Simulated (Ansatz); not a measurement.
# Si: the cost of one run

Program: Ansatz 0.2.0. Level of theory: DFT PBE, scalar-relativistic, plane waves, PAW. These are calculated values, not measurements.

**1. The structure to begin with**

Symmetry: P6_3/mmc, No. 194, hexagonal system. The conventional cell has a = 3.838 Å, b = 3.838 Å, c = 6.267 Å, α = 90.00°, β = 90.00°, γ = 120.00°. Around Si (site symmetry 3m) lie 4 Si at 2.35 Å.

As a file:

```
CELL_PARAMETERS angstrom
3.83755 0.00000 0.00000
-1.91878 3.32342 0.00000
0.00000 0.00000 6.26670
ATOMIC_POSITIONS crystal
Si 0.00000 0.00000 0.00000
Si 0.00000 0.00000 0.37500
Si 0.33333 0.66667 0.50000
Si 0.33333 0.66667 0.87500
```

This is a trial structure built by rule; it need not be a known or stable form of this composition.

(A quick probe on a coarse mesh, which set the mesh and smearing, is not shown.)

**3. Relaxing cell and atoms**

input.yaml reads:

```yaml
crystal:
  lattice:
    - [3.837553, 0.0, 0.0]
    - [-1.918777, 3.323419, 0.0]
    - [0.0, 0.0, 6.266698]
  atoms:
    - { symbol: Si, position: [0.0, 0.0, 0.0] }
    - { symbol: Si, position: [0.0, 0.0, 0.375] }
    - { symbol: Si, position: [0.33333333, 0.66666667, 0.5] }
    - { symbol: Si, position: [0.33333333, 0.66666667, 0.875] }
basis:
  ecutwfc: 420
kpoints:
  mp_grid: { grid: [12, 12, 6] }
hamiltonian:
  xc: pbe
scf:
  occupations: { method: gaussian, width: 0.02 }
output:
  forces: true
  stress: true
  eigenvalues: true
relax:
  adjacent_minimum: "off"
  f_tol: 0.005
  max_steps: 80
  cell: { stress_tol: 0.05 }
```

Launch:

```sh
$ ansatz run input.yaml --threads 1 --pin off --max-ram 2560MiB --backend cpu --events-out ev --progress --plain --runs-dir out
```

Q: Estimate wall time and peak memory on 1 thread of Intel Xeon Platinum 8488C (Sapphire Rapids), shared host.

About 15 s, with a peak of 0.4 GiB.
